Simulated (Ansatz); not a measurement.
# Si$_{7}$Ge: strain energy, fitted

Si$_{7}$Ge, P-43m, a = 5.459 Å. The structure is a Materials Project entry; whether it is the stable form wasn't checked. Ansatz: PBEsol, PAW, 420 eV, Γ-centred 8×8×8 mesh on 8 atoms, Gaussian smearing 0.01 eV; no spin polarisation. Series: shear of c along a, cell held, atoms relaxed; x is the strain in per cent (engineering shear). y is the free energy over the unstrained cell, V0 = 20.337 Å³/atom. Symmetry makes y even in x.

```
x (%) y (meV/atom)
  0.0          0.00
  2.0          1.84
  4.0             ?
  6.0         16.42
  8.0         28.94
 12.0         62.76
```

Question: Fit y = c2 x² + c4 x⁴ to the other rows, turn c2 into a modulus, and predict the missing energy.

Answer: Least squares on the rows shown. y = 0.46435 x² − 0.00019784 x⁴. In eV per unit strain² c2 is 4.643; this is the shear stiffness (E = ½ C V0 γ²): 2 × 4.643 × 160.2 / (20.337) = 73 GPa. At x = 4.0 the fit asked for gives 7.38 meV/atom. The run gave 7.35 meV/atom, so the fit is 0.03 meV/atom too high, within twice the rms miss on the fitted rows (0.03 meV/atom).

Where the gap has closed, the smearing of 0.02 eV or less is narrow for a metal on this mesh.